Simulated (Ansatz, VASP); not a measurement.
## One calculation of Tl, two programs

```xyz
1
Lattice="-1.9313 1.9313 1.9410 1.9313 -1.9313 1.9410 1.9507 1.9507 -1.9410" Properties=species:S:1:pos:R:3 pbc="T T T"
Tl    0.0000    0.0000    0.0000
```

Change from the starting cell: xy shear strain of +1 %, crystal datasets.

Alike in both runs: task electric field gradients; functional PBE; k mesh 13 × 13 × 13; occupations fermi-dirac, width 0.05 eV; no spin polarisation.

|  | VASP | Ansatz |
| --- | --- | --- |
| version | VASP 6.6.1 | Ansatz 0.2.0 |
| potentials or method | VASP PAW PBE potentials, release 64 (Tl_d), cutoff 520 eV | all-electron PAW with datasets made for the crystal, scalar-relativistic |

|  | VASP | Ansatz | Ansatz less VASP |
| --- | --- | --- | --- |
| pressure (GPa) | 2.2 | 2.3 | +0.06 |
| largest component of the traceless stress (GPa) | 0.09 | 0.09 | -0.002 |
| Vzz of the field gradient on the site that differs most (V/Å²) | 6.2 | 6.0 | -0.20 |

Ansatz ran all-electron here, so the differences hold the error of VASP's frozen core and of both bases. Ansatz warned: «gradients_without_spin_orbit».

Spin-orbit coupling is left out, which matters for the levels of Tl.
